## The question

How hard does a crystal of alumina push outwards when it is held at a given size? Five PBE calculations of the same Al₂O₃ cell put the pressure anywhere between about 4 and 9 GPa. The crystal is in the same state each time, a closed-shell insulator, so the disagreement comes from the way the calculations are done.

Three rough sizes are worth keeping in mind. An unsuitable basis can shift the pressure of a stiff oxide by several GPa. A plane-wave energy that still falls by a few meV per atom when the cutoff is raised by a tenth can go with a pressure error near 1 GPa. With a rough recalled bulk modulus of 240 GPa, the whole spread of 5.2 GPa is worth 5.2/240, or about 2 % in volume.

PBE calculations with Ansatz and SIESTA for the unrelaxed 10-atom R-3c cell of Al₂O₃ at 8.50 Å³/atom, without spin polarisation, on a 7×7×7 k mesh with Fermi-Dirac smearing of 0.05 eV. Energies in the basis column are plane-wave cutoffs. Pressures are for a static lattice, positive in compression, and the Ansatz values leave out the Pulay correction.

| program | potentials | basis | pressure (GPa) | largest force (eV/Å) | pressure less the median of the rows (GPa) |
| --- | --- | --- | --- | --- | --- |
| SIESTA | PseudoDojo 0.4 standard NC | SZP | 4.210 | 0.293 | -3.240 |
| Ansatz | Ansatz PAW | 420 eV | 6.450 | 0.029 | -1.000 |
| Ansatz | JTH PAW | 1380 eV | 7.450 | 0.066 | 0.000 |
| SIESTA | PseudoDojo 0.4 standard, converted to PSML | TZDP | 7.590 | 0.081 | 0.140 |
| SIESTA | SG15 1.2 with PseudoDojo 0.4 standard, converted to PSML | DZP | 9.440 | 0.032 | 1.990 |

Positive pressure means that the cell would expand if released. That sign is expected, because the cell is held near its measured volume and PBE favours a somewhat larger one for oxides. The last column is measured from the middle row, which serves as a convenient zero because of its place in the order, not because it was judged the most accurate.

## The tempting answer: the program

Two programs appear in the table, so it is natural to blame them. Yet SIESTA alone supplies both the lowest and the highest pressure. Ansatz with the JTH potentials and SIESTA with its largest basis, TZDP, differ by only 0.14 GPa. Changing the program can therefore leave the pressure almost unchanged, while changing the inputs within one program can move it by 5.2 GPa.

The averages of the two programs also agree closely, but this is weak evidence. The SIESTA average hides one very low and one very high value that offset each other.

## Plane waves: a basis that changes with the cell

Pressure is the fall in energy per unit of added volume. Plane waves must fit the periodic cell, so their wavelengths stretch when the cell expands. If the same set of waves is kept, the highest kinetic energy in it, the cutoff E_cut, falls as V^(−2/3), where V is the volume. The expanded crystal is then described slightly less well than the original one.

This loss of quality raises the energy on expansion and hides part of the outward push. A pressure computed with a fixed set of waves is therefore too low, by

ΔP = (2/3) · (1/V) · |dE/d ln E_cut|,

where E is the energy belonging to the volume V. This is the Pulay stress. Ansatz normally corrects for it, but the pressures listed here leave the correction out, so the gap between the two Ansatz rows is partly a result of that choice.

The program's own correction is 0.89 GPa at 420 eV and 0.05 GPa at 1380 eV. Adding it narrows the gap between the two Ansatz rows from 1.00 to 0.16 GPa. The correction comes from each run separately and was not adjusted to make the rows agree. Since the two rows also use different PAW potentials, the comparison supports the Pulay explanation strongly but does not isolate it.

## One estimate in full

How poor must the energy be to cause such an error? Take the row at 420 eV and turn the formula round.

1. Pressure error times volume per atom: 0.89 GPa × 8.5 Å³ = 7.6 GPa Å³.
2. One GPa Å³ is 0.0062 eV, so this is 0.047 eV per atom.
3. Multiplying by 3/2 gives an energy slope of 0.07 eV per atom for each unit of ln E_cut.
4. A cutoff higher by 10 % changes ln E_cut by 0.095, so the energy should fall by about 7 meV per atom, or somewhat less, since the slope usually flattens as the cutoff rises.

Such a change looks harmless in a total energy, and it largely cancels when two structures are compared at the same cutoff. It does not cancel in a pressure computed with a fixed set of waves, because the cutoff of that set falls as the cell expands and the error grows with it. An engineer who relaxed the cell with the uncorrected pressure would lose about 0.89/240, or 0.4 %, of the volume.

## Local orbitals: a deficit that grows with distance

The SIESTA rows need another explanation. Their orbitals move with the atoms, and the program already includes the resulting Pulay terms in its stress. The pressure is then the proper slope of the computed energy, but that energy can itself be poor.

The SZP basis has one radial function for each valence orbital, plus polarisation functions. With nominally the same potentials, its energy lies 5.3 eV per cell above that of TZDP, which has more radial and polarisation functions. Its pressure is 3.4 GPa lower. Even the force on the aluminium atoms points the opposite way, so the small basis distorts the balance inside the cell as well.

A large energy deficit does not by itself produce a pressure error. If the deficit were the same at every volume, it would drop out of the slope. The pressure difference requires it to grow by about 18 meV per cell for each 1 % of expansion, only about 0.3 % of its size.

Two reasons are plausible, though these runs test neither. The first is geometrical. In a compact crystal, each atom can borrow the orbitals of its neighbours to describe the electrons between them. As the atoms separate, short orbitals overlap less and this help fades, so expansion would cost too much energy and the pressure would come out low. The second lies in the oxygen ion, which is more diffuse than the neutral atom for which the orbitals are made. A single radial function has little freedom to spread when the crystal gives the ion more room. The SZP orbitals are also confined much more tightly than those in the other SIESTA rows, so the effect of their short range cannot be separated from that of their small number.

## A rule the table cannot support

It would be convenient to conclude that a smaller orbital basis always gives a lower pressure. The DZP row warns against this: its basis is smaller than TZDP, yet its pressure is 1.85 GPa higher. Its potentials are different too, so the table leaves the cause open. A DZP run with the TZDP potentials would show how much belongs to the basis.

The band gap and the largest force give little warning of this shift. The gaps of DZP and TZDP agree to about 0.01 eV, and DZP has the smaller largest force. A gap is a difference between electron levels, and a force tells how well the atoms are balanced in the given structure. Neither tests how the total energy changes with volume.

## What the numbers decide

The program's name is a poor guide to the pressure. Pulay stress accounts for most of the gap between the Ansatz rows, and an inadequate orbital basis explains the low SZP value. Once the Pulay correction is added, three rows lie between 7.3 and 7.6 GPa, too close together to rank their potentials. The output below lists the corrected pressures and the energy estimates.

Numerical output:

```
Pressures with the Pulay correction added:
     row  table_GPa  correction_GPa  corrected_GPa  gap_eV  rough_expansion_percent
  SIESTA       4.21               0           4.21   6.485                    1.754
  Ansatz       6.45          0.8874          7.337   6.217                    3.057
  Ansatz       7.45          0.0471          7.497   6.206                    3.124
  SIESTA       7.59               0           7.59   6.246                    3.163
  SIESTA       9.44               0           9.44   6.237                    3.933
Spread of the table's pressures, all rows (GPa): 5.23
Mean of SIESTA rows less mean of Ansatz rows (GPa): 0.13
JTH less Ansatz PAW 420 eV, as in the table (GPa): 1
JTH less Ansatz PAW 420 eV, both corrected (GPa): 0.1597
Share of that gap removed by the correction (percent): 84.03
TZDP less corrected Ansatz PAW 420 eV, span of the three close rows (GPa): 0.2526
Energy fall implied by the correction for a 10 percent higher cutoff at 420 eV (meV per atom): 6.731
SZP less TZDP pressure (GPa): -3.38
SZP energy above TZDP (eV per cell): 5.319
Growth of this deficit per 1 percent volume that the pressure difference implies (meV per cell): 17.93
The same growth as a share of the deficit (percent): 0.3372
DZP less TZDP pressure, potentials differ too (GPa): 1.85
z force on the first Al, SZP (eV/angstrom): 0.2927
z force on the first Al, TZDP (eV/angstrom): -0.02176
```
